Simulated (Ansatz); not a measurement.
# Stiffness of NaCl from strained cells

```xyz
2
Lattice="2.8600 0.0000 0.0000 0.0000 2.8600 0.0000 0.0000 0.0000 2.8600" Properties=species:S:1:pos:R:3 pbc="T T T"
Na    0.0000    0.0000    0.0000
Cl    1.4300    1.4300    1.4300
```

Atoms are numbered in the order listed.

The cell comes from COD entry 2104025, which wasn't checked; take it as a given geometry.

These are results of Ansatz 0.2.0, DFT, PBEsol, all-electron LAPW, scalar-relativistic, not measurements.

Numerical set-up: a Γ-centred 9×9×9 k mesh, Fermi–Dirac smearing of 0.03 eV, basis error target 0.5 meV/atom, no spin polarisation.

The unstrained cell is at 59.4 GPa. Large strains and very small stresses are left out. Each strain is applied once, with fractional coordinates held (clamped ions), and σ below is the change of stress, positive in tension. One finite strain gives stress–strain coefficients at this pressure with an error of the order of the strain times third-order constants, a few per cent for each per cent of strain.

(1) With equal xy, yz and zx engineering shear strains of -1 %, the run gives σxy = -0.75 GPa and γxy = 2εxy = -0.0100. Which stiffness follows?

(2) With equal xy, yz and zx engineering shear strains of +1 %, the run gives σxy = 0.66 GPa and γxy = 2εxy = 0.0100. Which stiffness follows?

(3) The two estimates of C44 (clamped ions) differ. Why, and which value is best?

Results:

(1) C44 (clamped ions) = σxy/γxy = 75 GPa.

(2) C44 (clamped ions) = σxy/γxy = 66 GPa.

(3) Finite strains add third-order terms, which change sign with the strain; interpolating the two linearly to zero strain gives 70 GPa, the better value.
